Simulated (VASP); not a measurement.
**CuO: relaxation of cell and atoms with PBEsol**

Crystal: CuO.

```xyz
2
Lattice="0.0000 2.1166 2.1166 2.1166 0.0000 2.1166 2.1166 2.1166 0.0000" Properties=species:S:1:pos:R:3 pbc="T T T"
Cu    1.9814    1.9843    0.1219
O     2.2518    2.2488    1.9946
```

The cell comes from a database or a generator and needn't be the stable form of this composition.

The cell isn't the ideal one: pressure_gpa = 10; atom 2 moved 0.45 Å.

| Property | Result |
| --- | --- |
| Program | VASP 6.6.1 |
| Task | relaxation of cell and atoms |
| Functional | PBEsol |
| Potentials or basis | VASP PAW PBE potentials, release 64 (Cu, O) |
| Cutoff | 600 eV |
| k mesh | 11 × 11 × 11 |
| Occupations | fermi-dirac, width 0.05 eV |
| Spin | no spin polarisation |
| Target pressure | 10 GPa |
| Further INCAR settings | ALGO = Fast; EDIFF = 1e-07; IBRION = 2; EDIFFG = -0.01; NSW = 40; ISIF = 3 |
| Target pressure | 10 GPa |

The relaxed volume is 8.72 Å³/atom. The relaxed cell is a = 2.910 Å, b = 2.910 Å, c = 2.911 Å, α = 60.02°, β = 60.02°, γ = 60.00°. The space group after relaxing (to 0.05 Å) is Fm-3m (No. 225). The energy change on relaxing (the enthalpy is what falls) is -188.1 meV/atom, the ionic steps are 29 and the pressure after relaxing is 10.1 GPa. The largest force after relaxing is 0.005 eV/Å and the band gap on the k mesh is none (metal or under the smearing width).

Forces on the atoms (eV/Å):
```
Cu   0.002  0.003 -0.003
O   -0.002 -0.003  0.003
```

The path:
```csv
step,energy change (eV),largest force (eV/Å),pressure (GPa),volume (Å³)
1,0.0000,0.8605,10.14,18.96
2,-0.0989,1.0960,3.53,18.98
3,-0.2908,0.6815,-6.36,18.96
4,-0.3094,0.5782,-4.53,18.70
5,-0.3110,0.3322,3.19,17.92
6,-0.3182,0.3082,4.40,17.83
7,-0.3297,0.2753,8.26,17.54
8,-0.2940,0.6156,18.03,16.97
9,-0.3236,0.3736,12.24,17.27
10,-0.3378,0.2924,11.45,17.33
11,-0.3668,0.2279,9.21,17.49
12,-0.3735,0.4943,6.09,17.78
13,-0.3757,0.3038,8.00,17.59
14,-0.3740,0.2084,9.88,17.46
15,-0.3692,0.1552,11.34,17.35
16,-0.3783,0.0544,9.49,17.47
17,-0.3787,0.0494,9.47,17.48
18,-0.3762,0.0132,10.06,17.44
19,-0.3757,0.0099,10.15,17.43
20,-0.3756,0.0099,10.14,17.43
21,-0.3763,0.0062,9.95,17.44
22,-0.3766,0.0075,9.95,17.44
23,-0.3771,0.0124,9.78,17.45
24,-0.3762,0.0110,10.25,17.44
25,-0.3764,0.0113,9.96,17.44
26,-0.3764,0.0111,9.99,17.44
27,-0.3763,0.0111,10.01,17.44
28,-0.3763,0.0110,9.98,17.44
29,-0.3762,0.0049,10.06,17.43
```

Final structure:
```xyz
2
Lattice="-0.0006 2.0573 2.0584 2.0573 -0.0003 2.0582 2.0580 2.0584 -0.0002" Properties=species:S:1:pos:R:3 pbc="T T T"
Cu    2.0578    2.0582    0.0000
O     2.0575    2.0579    2.0580
```

Levels at points of the mesh, in eV from the Fermi level:
```csv
k point,band 7,band 8,band 9,band 10,band 11,band 12
"(0.00, 0.00, 0.00)",-2.67,-2.45,-2.45,1.80,18.20,19.09
```

It took 16 min on 1 thread of Intel(R) Xeon(R) 6975P-C (Granite Rapids), on a shared host, peak memory 0.41 GiB.

Caveat: the cell is relaxed towards a set pressure, so the enthalpy falls and the energy may rise; the PAW data sets were made with another functional, which shifts forces and pressure a little; an odd number of electrons without spin polarisation forces a metal; a magnetic or distorted state may lie lower; the run has no spin polarisation, though such a crystal can be magnetic; semilocal functionals often make such compounds metallic where correlation or magnetic order opens a gap, which also shifts bond lengths.
